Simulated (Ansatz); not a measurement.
Input, command and steps of an Ansatz relaxation.

```yaml
crystal:
  lattice:
    - [3.2228793821, 0.0, 0.0]
    - [-1.611439691, 2.7910954182, 0.0]
    - [0.0, 0.0, 4.0292663419]
  atoms:
    - { symbol: Al, position: [0.3333333333, 0.6666666667, 0.75] }
    - { symbol: Al, position: [0.6666666667, 0.3333333333, 0.25] }
    - { symbol: "N", position: [0.3333333333, 0.6666666667, 0.25] }
    - { symbol: "N", position: [0.6666666667, 0.3333333333, 0.75] }
basis:
  ecutwfc: 420
kpoints:
  mp_grid: { grid: [9, 9, 6] }
hamiltonian:
  xc: pbe
scf:
  occupations: { method: gaussian, width: 0.02 }
output:
  forces: true
  stress: true
  eigenvalues: true
relax:
  adjacent_minimum: "off"
  f_tol: 0.01
  max_steps: 30
  cell: { stress_tol: 0.1, fix: [volume] }
```

```bash
ansatz run input.yaml --threads 1 --pin off --max-ram 2560MiB --backend cpu --events-out ev --progress --plain --runs-dir out
```

Level of theory: DFT PBE, scalar-relativistic, plane waves, PAW in Ansatz 0.2.0.

The volume is held at 0.91 times that of the relaxed cell.

Of 4 frames 3 are shown, positions in Å and forces in eV/Å; the SCF threshold varies from step to step. Steps run on the plane waves of an earlier cell, with a Pulay correction in the pressure. The basis is chosen afresh for the last frame, the zero of the energies, and at times for earlier ones too; energy and pressure step there, also at an unchanged geometry.

```xyz
4
Lattice="3.2229 0.0000 0.0000 -1.6114 2.7911 0.0000 0.0000 0.0000 4.0293" Properties=species:S:1:pos:R:3:forces:R:3 pbc="T T T" step=1 free_energy_over_end_meV_per_atom=0.08 pressure_GPa=23.16
Al    0.0000    1.8607    3.0219    0.0000    0.0000    0.0000
Al    1.6114    0.9304    1.0073    0.0000    0.0000    0.0000
N     0.0000    1.8607    1.0073    0.0000    0.0000    0.0000
N     1.6114    0.9304    3.0219    0.0000    0.0000    0.0000
4
Lattice="3.2237 0.0000 0.0000 -1.6119 2.7918 0.0000 0.0000 0.0000 4.0272" Properties=species:S:1:pos:R:3:forces:R:3 pbc="T T T" step=2 free_energy_over_end_meV_per_atom=0.04 pressure_GPa=23.14
Al    0.0000    1.8612    3.0204    0.0000    0.0000    0.0000
Al    1.6119    0.9306    1.0068    0.0000    0.0000    0.0000
N     0.0000    1.8612    1.0068    0.0000    0.0000    0.0000
N     1.6119    0.9306    3.0204    0.0000    0.0000    0.0000
4
Lattice="3.2268 0.0000 0.0000 -1.6134 2.7945 0.0000 0.0000 0.0000 4.0195" Properties=species:S:1:pos:R:3:forces:R:3 pbc="T T T" step=4 free_energy_over_end_meV_per_atom=0.00 pressure_GPa=23.08
Al    0.0000    1.8630    3.0146    0.0000    0.0000    0.0000
Al    1.6134    0.9315    1.0049    0.0000    0.0000    0.0000
N     0.0000    1.8630    1.0049    0.0000    0.0000    0.0000
N     1.6134    0.9315    3.0146    0.0000    0.0000    0.0000
```

Time: 5.6 s on 1 thread of Arm Neoverse V1 (shared host), peak memory 0.3 GiB.